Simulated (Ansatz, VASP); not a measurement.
**Sr in VASP and in Ansatz**

```xyz
1
Lattice="-2.4250 2.4250 2.4250 2.4250 -2.4250 2.4250 2.4250 2.4250 -2.4250" Properties=species:S:1:pos:R:3 pbc="T T T"
Sr    0.0000    0.0000    0.0000
```

Alike in both runs: task electric field gradients; functional PBE; k mesh 14 × 14 × 14; occupations fermi-dirac, width 0.05 eV; no spin polarisation.

```csv
,VASP,Ansatz
version,VASP 6.6.1,Ansatz 0.2.0
potentials or method,"VASP PAW PBE potentials, release 64 (Sr_sv)","PAW with Ansatz's default frozen-core files, scalar-relativistic"
plane-wave cutoff (eV),520,420
valence electrons in the cell,10,10
```

|  | VASP | Ansatz | Ansatz less VASP |
| --- | --- | --- | --- |
| pressure (GPa) | -0.6 | -0.6 | 0.00 |
| Vzz of the field gradient on the site that differs most (V/Å²) | 0.0 | 0.0 | 0.00 |

The functional is the same, so the differences come from potentials, cutoffs and numerics. Ansatz warned: «gradients_without_spin_orbit».
